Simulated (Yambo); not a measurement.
# KBr in Yambo: convergence with bands in self energy

Crystal: KBr.

```xyz
2
Lattice="0.0000 3.3000 3.3000 3.3000 0.0000 3.3000 3.3000 3.3000 0.0000" Properties=species:S:1:pos:R:3 pbc="T T T"
Br    3.3000    3.3000    3.3000
K     0.0000    0.0000    0.0000
```

| Item | Value |
| --- | --- |
| Program | Yambo 5.3.0 |
| Task | G0W0 quasiparticle levels |
| Functional | PBEsol |
| Potentials or basis | PseudoDojo 0.4.1 SR PBEsol standard |
| Cutoff | 1007 eV |
| Density cutoff | 4027 eV |
| k mesh | 4 × 4 × 4 |
| Occupations | fixed |
| Spin | no spin polarisation |
| Random integration of the Coulomb term | yes |
| Direction of the field or of q to 0 | x + y + z |
| Broadening | 0.1 eV |
| States corrected | Γ and the k points of the band edges |
| Frequency dependence of W | plasmon pole |
| Terminator of the band sum in the self-energy | none |
| Quasiparticle equation | linearised (Newton) |
| Imaginary frequency of the plasmon-pole fit | 27.2114 eV |
| Bands in the response | 128 |
| Bands in the self-energy | 13 |
| Cutoff of the response matrix | 5 Ry |
| Cutoff of exchange and Vxc | 74 Ry |
| Bands corrected (first, last) | [7, 10] |

These are the settings of the first run; the series varies bands in self energy, with any setting tied to it.

```tsv
bands in self energy	quasiparticle gap at the points computed (eV)
13	6.400
18	6.328
28	6.491
48	6.634
88	6.739
128	6.765
```

Against the tightest run, the quasiparticle gap at the points computed stays within 0.05 eV from 88 on. The tightest run that finished is the yardstick and may itself not be fully converged.

Caveat, for the tightest run too: mesh, valence shells or block size may be too small for converged GW; the basis isn't converged for GW; this version prints the column dSc/dw multiplied by 27.2.
